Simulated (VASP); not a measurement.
# Mo (Im-3m) in VASP: single point with LDA

Aim: the single point of Mo with LDA.

Program: VASP 6.6.1. These are calculated values, not measurements. Logs are shortened: lines on timing, memory, paths and dates and some standing lists are left out, and cuts for length are marked.

**1. The structure**

Symmetry: Im-3m, No. 229, cubic system. The conventional cell has a = 3.115 Å, b = 3.115 Å, c = 3.115 Å, α = 90.00°, β = 90.00°, γ = 90.00°. Mo (site symmetry m-3m) has 8 Mo at 2.70 Å as nearest neighbours.

**2. Single point, LDA**

The input, INCAR:

```
SYSTEM = Mo
ALGO = Normal
EDIFF = 1E-6
ENCUT = 520
ICORELEVEL = 1
ISIF = 2
ISMEAR = 1
LASPH = .TRUE.
LCHARG = .FALSE.
LREAL = .FALSE.
LWAVE = .FALSE.
NELM = 80
PREC = Accurate
SIGMA = 0.1
```

The input, KPOINTS:

```
k-points
0
G
  12 12 34
  0 0 0
```

The input, POSCAR:

```
Mo
1.0
    3.1151980000      0.0000000000      0.0000000000
    0.0000000000      3.1151980000      0.0000000000
    1.5575990000     -1.5575990000      1.5575990000
Mo
1
Direct
    0.0000000000      0.0000000000      0.0000000000
```

Potentials or basis: VASP PAW LDA potentials, release 64 (Mo_sv).

On the command line:

```console
$ cat potpaw_LDA.64/Mo_sv/POTCAR > POTCAR
$ mpirun -np 1 vasp_std > vasp.out
```

OUTCAR:

```text
SYSTEM = Mo
   EDIFF = 1E-6
   ENCUT = 520
   ISIF = 2
   ISMEAR = 1
   LASPH = .TRUE.
   LREAL = .FALSE.
   NELM = 80
   PREC = Accurate

 ion  position               nearest neighbor table
   1  0.000  0.000  0.000-

  LATTYP: Found a body centered cubic cell.
 ALAT       =     3.1151980000

  Lattice vectors:

 A1 = (  -1.5575990000,   1.5575990000,  -1.5575990000)
 A2 = (  -1.5575990000,  -1.5575990000,   1.5575990000)
 A3 = (   1.5575990000,   1.5575990000,   1.5575990000)

Analysis of symmetry for initial positions (statically):
=====================================================================
 Subroutine PRICEL returns:
 Original cell was already a primitive cell.

 Routine SETGRP: Setting up the symmetry group for a
 body centered cubic supercell.

 Subroutine GETGRP returns: Found 48 space group operations
 (whereof 48 operations were pure point group operations)
 out of a pool of 48 trial point group operations.

The static configuration has the point symmetry O_h .

Analysis of symmetry for dynamics (positions and initial velocities):
=====================================================================
 Subroutine PRICEL returns:
 Original cell was already a primitive cell.

 Routine SETGRP: Setting up the symmetry group for a
 body centered cubic supercell.

 Subroutine GETGRP returns: Found 48 space group operations
 (whereof 48 operations were pure point group operations)
 out of a pool of 48 trial point group operations.

The dynamic configuration has the point symmetry O_h .

 Subroutine INISYM returns: Found 48 space group operations
 (whereof 48 operations are pure point group operations),
 and found     1 'primitive' translations

----------------------------------------------------------------------------------------

                                     Primitive cell

  volume of cell :      15.1157

  direct lattice vectors                    reciprocal lattice vectors
     3.115198000  0.000000000  0.000000000     0.321006883  0.000000000 -0.321006883
     0.000000000  3.115198000  0.000000000     0.000000000  0.321006883  0.321006883
     1.557599000 -1.557599000  1.557599000     0.000000000  0.000000000  0.642013766

  length of vectors
     3.115198000  3.115198000  2.697840606     0.453972288  0.453972288  0.642013766

  position of ions in fractional coordinates (direct lattice)
     0.000000000  0.000000000  0.000000000

  ion indices of the primitive-cell ions
   primitive index   ion index
                 1           1

----------------------------------------------------------------------------------------

 KPOINTS: k-points

Automatic generation of k-mesh.
 Grid dimensions read from file:
 generate k-points for:   12   12   34

 Generating k-lattice:

  Cartesian coordinates                     Fractional coordinates (reciprocal lattice)
     0.026750574  0.000000000 -0.026750574     0.083333333  0.000000000  0.000000000
     0.000000000  0.026750574  0.026750574     0.000000000  0.083333333  0.000000000
     0.000000000  0.000000000  0.018882758     0.000000000  0.000000000  0.029411765

  Length of vectors
     0.037831024  0.037831024  0.018882758

  Shift w.r.t. Gamma in fractional coordinates (k-lattice)
     0.000000000  0.000000000  0.000000000

 -----------------------------------------------------------------------------
|                                                                             |
|           W    W    AA    RRRRR   N    N  II  N    N   GGGG   !!!           |
|           W    W   A  A   R    R  NN   N  II  NN   N  G    G  !!!           |
|           W    W  A    A  R    R  N N  N  II  N N  N  G       !!!           |
|           W WW W  AAAAAA  RRRRR   N  N N  II  N  N N  G  GGG   !            |
|           WW  WW  A    A  R   R   N   NN  II  N   NN  G    G                |
|           W    W  A    A  R    R  N    N  II  N    N   GGGG   !!!           |
|                                                                             |
|     Your reciprocal lattice and k-lattice belong to different lattice       |
|     classes:                                                                |
|                                                                             |
|        The reciprocal lattice is face-centered cubic,                       |
|        whereas your k-lattice is base-centered monoclinic.                  |
|                                                                             |
|     Results are often still useful ...                                      |
|                                                                             |
 -----------------------------------------------------------------------------

 WARNING: IBZKPT: internal override: KBLOWUP is changed to .FALSE.
      ... skipping the blow-up phase ...

 Subroutine IBZKPT returns following result:
 ===========================================

 Found   1138 irreducible k-points:

 Following reciprocal coordinates:
            Coordinates               Weight
  0.000000  0.000000  0.000000      1.000000
  0.083333  0.000000  0.000000      6.000000
  0.166667  0.000000  0.000000      6.000000
  0.250000  0.000000  0.000000      6.000000
  0.333333  0.000000  0.000000      6.000000
  0.416667  0.000000  0.000000      6.000000
[... 16 lines left out ...]
  0.250000  0.000000  0.029412      4.000000
  0.333333  0.000000  0.029412      4.000000
 [... further k-points ...]
   k-points           NKPTS =   1138   k-points in BZ     NKDIM =   1138   number of bands    NBANDS=     11
   number of dos      NEDOS =    301   number of ions     NIONS =      1
   total plane-waves  NPLWV =  11520
   dimension x,y,z NGX =    24 NGY =   24 NGZ =   20
   dimension x,y,z NGXF=    48 NGYF=   48 NGZF=   40
   ions per type =               1
   NGX,Y,Z   is equivalent  to a cutoff of  12.81, 12.81, 12.32 a.u.
   NGXF,Y,Z  is equivalent  to a cutoff of  25.62, 25.62, 24.65 a.u.
 SYSTEM =  Mo
   PREC   = accura    normal or accurate (medium, high low for compatibility)
   ISTART =      0    job   : 0-new  1-cont  2-samecut
   ICHARG =      2    charge: 1-file 2-atom 10-const
   ISPIN  =      1    spin polarized calculation?
   LNONCOLLINEAR =      F non collinear calculations
   LSORBIT =      F    spin-orbit coupling
   LASPH  =      T    aspherical Exc in radial PAW
   ENCUT  =  520.0 eV  38.22 Ry    6.18 a.u.   5.79  5.79  5.02*2*pi/ulx,y,z
   NELM   =     80;   NELMIN=  2; NELMDL= -5     # of ELM steps
   EDIFF  = 0.1E-05   stopping-criterion for ELM
   LREAL  =      F    real-space projection
   EDIFFG = 0.1E-04   stopping-criterion for IOM
   NSW    =      0    number of steps for IOM
   IBRION =     -1    ionic relax: 0-MD 1-quasi-New 2-CG
   NFREE  =      0    steps in history (QN), initial steepest desc. (CG)
   ISIF   =      2    stress and relaxation
   ISYM   =      2    0-nonsym 1-usesym 2-fastsym
   POTIM  = 0.5000    time-step for ionic-motion
   TEBEG  =    0.0;   TEEND  =   0.0 temperature during run
   PSTRESS=    0.0 pullay stress
   NELECT =      14.0000    total number of electrons
   NUPDOWN=      -1.0000    fix difference up-down
   EMIN   =  10.00;   EMAX   =-10.00  energy-range for DOS
   EFERMI =   0.00;   METHOD = LEGACY
   ISMEAR =     1;   SIGMA  =   0.10  broadening in eV -4-tet -1-fermi 0-gaus
   EFERMI_NEDOS =   21; number of points for ismear=-14 and -15
   IALGO  =     38    algorithm
   IMIX   =      4    mixing-type and parameters
     AMIX     =   0.40;   BMIX     =  1.00
     AMIX_MAG =   1.60;   BMIX_MAG =  1.00
  volume/ion in A,a.u.               =      15.12       102.01
  Fermi-wavevector in a.u.,A,eV,Ry     =   1.595788  3.015602 34.647770  2.546539
  Thomas-Fermi vector in A             =   2.693652
   LORBIT       =      0    0 simple, 1 ext, 2 COOP (PROOUT), +10 PAW based schemes
   GGA     = CA    functional components
   LHFCALC =     F    Hartree Fock is set to
   AEXX    =    0.0000 exact exchange contribution
   IVDW    =     0    specifies the selected vdW correction
   LEPSILON=     F    determine dielectric tensor
   LRPA    =     F    only Hartree local field effects (RPA)
 non-spin polarized calculation
 Methfessel and Paxton  Order N= 1 SIGMA  =   0.10
  energy-cutoff  :      520.00
  volume of cell :       15.12
 maximum number of plane-waves:       420
   NGX = 11   NGY = 11   NGZ =  9

 number of electron      14.0000000 magnetization

 Free energy of the ion-electron system (eV)
  ---------------------------------------------------
  ext. energy  EPLUGINS =         0.00000000
  ---------------------------------------------------
  free energy    TOTEN  =       -12.13183247 eV

  energy without entropy =      -12.13228873  energy(sigma->0) =      -12.13198456

 the core state eigenenergies are
   1-  1s -19696.0688  2s  -2771.3988  2p  -2480.1548  3s   -457.6651  3p   -361.8373
       3d   -204.8877

 E-fermi :  13.0765     XC(G=0): -13.7923

 val. band max:       13.0726428851   @ k =  -0.4167   0.0000   0.3529
 cond. band min:      13.0778180189   @ k =  -0.1667   0.1667   0.3824
 fundamental gap:      0.0051751338
 Fermi energy:        13.0765113994

 k-point     1 :       0.0000    0.0000    0.0000
  band No.  band energies     occupation
      1     -47.9297      2.00000
      2     -21.2871      2.00000
      3     -21.2871      2.00000
      4     -21.2871      2.00000
      5       5.6837      2.00000
      6      11.5743      2.00000
      7      11.5743      2.00000
      8      11.5743      2.00000
      9      14.7024     -0.00000
     10      14.7024     -0.00000
     11      27.8898      0.00000

 k-point     2 :       0.0833    0.0000    0.0000
  band No.  band energies     occupation
      1     -47.9094      2.00000
      2     -21.4008      2.00000
      3     -21.3219      2.00000
      4     -21.2880      2.00000
      5       6.0005      2.00000
      6      11.3944      2.00000
      7      11.5408      2.00000
      8      11.8765      2.00000
      9      14.4485     -0.00000
     10      14.7074     -0.00000
     11      28.1258      0.00000
[... 295 lines left out ...]
 k-point    24 :       0.3333    0.0000    0.0294
  band No.  band energies     occupation
      1     -47.7225      2.00000
      2     -22.3626      2.00000
      3     -21.6298      2.00000
      4     -21.3075      2.00000
      5       7.8981      2.00000
      6      10.0868      2.00000
      7      11.8583      2.00000
      8      14.2546     -0.00000
      9      15.1298      0.00000
     10      15.1638      0.00000
     11      27.1787      0.00000

 [... further k-points ...]

------------------------ aborting loop because EDIFF is reached ----------------------------------------

  FORCE on cell =-STRESS in cart. coord.  units (eV):
  Direction    XX          YY          ZZ          XY          YZ          ZX
  --------------------------------------------------------------------------------------
  -------------------------------------------------------------------------------------
  Total        0.0191093      0.0191093      0.0191093      0.0000000     -0.0000000      0.0000000
  in kB        2.0254779      2.0254779      2.0254779      0.0000000     -0.0000000      0.0000000
  external PRESSURE =       2.0254779 kB  Pullay stress =       0.0000000 kB

 VOLUME and BASIS-vectors are now :
 -----------------------------------------------------------------------------
  energy-cutoff  :      520.00
  volume of cell :       15.12
      direct lattice vectors                 reciprocal lattice vectors
     3.115198000  0.000000000  0.000000000     0.321006883  0.000000000 -0.321006883
     0.000000000  3.115198000  0.000000000     0.000000000  0.321006883  0.321006883
     1.557599000 -1.557599000  1.557599000     0.000000000  0.000000000  0.642013766

 POSITION                                       TOTAL-FORCE (eV/Angst)
 -----------------------------------------------------------------------------------
      0.00000      0.00000      0.00000         0.000000     -0.000000      0.000000
 -----------------------------------------------------------------------------------
    total drift:                               -0.000000     -0.000000      0.000000

  FREE ENERGIE OF THE ION-ELECTRON SYSTEM (eV)
  ---------------------------------------------------
  free  energy   TOTEN  =       -12.1318324745 eV

  energy  without entropy=      -12.1322887321  energy(sigma->0) =      -12.13198456
```

Run time: 2.5 min. Hardware: 1 thread of Intel Xeon Platinum 8375C at 2.90GHz (Ice Lake), shared host; peak memory 0.29 GiB.

Results:

```yaml
Free_energy: -12.1318 eV
Pressure: 0.2 GPa
Band_gap_on_the_k_mesh: none (metal or under the smearing width)
```

Levels at points of the mesh, in eV from the Fermi level:
```tsv
k point	band 5	band 6	band 7	band 8	band 9	band 10
(0.00, 0.00, 0.00)	-7.39	-1.50	-1.50	-1.50	1.63	1.63
(0.50, 0.00, 0.00)	-5.60	-3.64	1.68	1.75	2.33	4.96
(0.00, 0.00, 0.50)	-5.79	-5.79	4.14	4.14	4.14	9.26
```

Core levels (eV, on the scale of the bands):
| atom | levels |
| --- | --- |
| 1 Mo | 1s -19696.1, 2s -2771.4, 2p -2480.2, 3s -457.7, 3p -361.8, 3d -204.9 |
